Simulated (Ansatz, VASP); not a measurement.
One calculation of Pt, two programs

Contents of POSCAR:

```
Pt
1.0
   -1.5518799051      1.5518799051      1.5518799051
    1.5518799051     -1.5518799051      1.5518799051
    1.5518799051      1.5518799051     -1.5518799051
Pt
1
Direct
    0.0000000000      0.0000000000      0.0000000000
```

INCAR.step1

```
SYSTEM = Pt
PREC = Accurate ; ENCUT = 520
ISMEAR = -1 ; SIGMA = 0.05
LREAL = .FALSE. ; LASPH = .TRUE.
NELM = 80 ; NBANDS = 11
GGA = PE ; ALGO = Normal
EDIFF = 1E-4 ; LWAVE = .TRUE.
LCHARG = .FALSE.
```

File INCAR.step2:

```
SYSTEM = Pt
PREC = Accurate ; ENCUT = 520
EDIFF = 1E-6 ; ISMEAR = -1
SIGMA = 0.05 ; LREAL = .FALSE.
LASPH = .TRUE. ; NELM = 80
ALGO = Normal ; ISIF = 2
LWAVE = .FALSE. ; LCHARG = .FALSE.
METAGGA = R2SCAN ; LMIXTAU = .TRUE.
NBANDS = 11 ; ISTART = 1
```

File KPOINTS:

```
Automatic mesh
0
G
  12 12 12
  0 0 0
```

The input input.yaml:

```yaml
crystal:
  lattice:
    - [-1.5518799051, 1.5518799051, 1.5518799051]
    - [1.5518799051, -1.5518799051, 1.5518799051]
    - [1.5518799051, 1.5518799051, -1.5518799051]
  atoms:
    - { symbol: Pt, position: [0.0, 0.0, 0.0] }
hamiltonian:
  xc: r2scan
  pseudopotentials: { kind: paw }
kpoints:
  mp_grid: { grid: [12, 12, 12] }
scf:
  occupations: { method: fermi_dirac, width: 0.05 }
output:
  forces: true
  stress: true
  eigenvalues: true
```

This isn't the form of Pt at room conditions, which is fcc.

Alike in both runs: task single point; functional r2SCAN; k mesh 12 × 12 × 12; occupations fermi-dirac, width 0.05 eV; no spin polarisation.

|  | VASP | Ansatz |
| --- | --- | --- |
| version | VASP 6.6.1 | Ansatz 0.2.0 |
| potentials or method | VASP PAW PBE potentials, release 64 (Pt) | Ansatz PAW |
| plane-wave cutoff (eV) | 520 | 500 |
| valence electrons in the cell | 10 | 18 |

Ansatz gave:

* gap on the k mesh at the Fermi level (eV): none
* pressure (GPa): 9.5

**Question.** Which values does VASP return?

**Answer.** gap on the k mesh at the Fermi level (eV): none; pressure (GPa): 10.4.

A gap of «none» marks a metal or a gap that the smearing closes. The two sets of potentials don't hold the same shells in valence.

Caveats: the PAW data sets were made with another functional, which shifts forces and pressure a little (VASP); the PAW data sets come from PBE, with cores solved anew for the run's functional, which leaves a small shift of forces and pressure (Ansatz). Spin-orbit coupling is left out, which matters for the levels of Pt.
